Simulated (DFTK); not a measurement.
## Ti in DFTK: convergence with cutoff

The system is Ti.

```
CELL_PARAMETERS angstrom
4.56737 0.00000 0.00000
-2.28369 3.95546 0.00000
0.00000 0.00000 2.82624
ATOMIC_POSITIONS crystal
Ti 0.66667 0.33333 0.50000
Ti 0.33333 0.66667 0.50000
Ti 0.00000 0.00000 0.00000
```

This isn't the form of Ti at room conditions, which is hcp.

- Program: DFTK 0.8.2
- Task: convergence study
- Functional: r2SCAN
- Potentials or basis: in-house norm-conserving set (r2SCAN, scalar relativistic)
- Cutoff: 408 eV
- k mesh: 3 × 3 × 4
- Occupations: fermi-dirac, width 0.05 eV
- Spin: no spin polarisation

These are the settings of the first run; the series varies cutoff, with any setting tied to it.

Hardware: 1 thread of AMD EPYC 9R45 96-Core Processor (Zen 5), on a shared host.

Question: The values tried are 408.171 eV, 517.016 eV, 625.862 eV, 789.13 eV, 979.61 eV, 1142.88 eV, 1360.57 eV, 1659.89 eV, loosest first. From which on does the energy stay within 1 meV/atom of the tightest run that finished?

Answer: From 1360.57 eV on.

```csv
cutoff,"energy less the tightest run, at zero smearing (meV/atom)",pressure (GPa),SCF cycles
408.171 eV,10108.48,-181.38,14
517.016 eV,4678.63,-106.62,12
625.862 eV,1988.80,-69.68,14
789.13 eV,337.92,-22.92,14
979.61 eV,13.75,-2.75,14
1142.88 eV,1.01,-1.01,14
1360.57 eV,0.35,-1.02,14
1659.89 eV,0.00,-1.00,13
```

Against the tightest run, the pressure stays within 0.1 GPa from 1142.88 eV on. The tightest run that finished is the yardstick and may itself not be fully converged.

Caveat, for the tightest run too: the k mesh is coarse (spacing up to 0.56 Å⁻¹), so the values aren't converged.
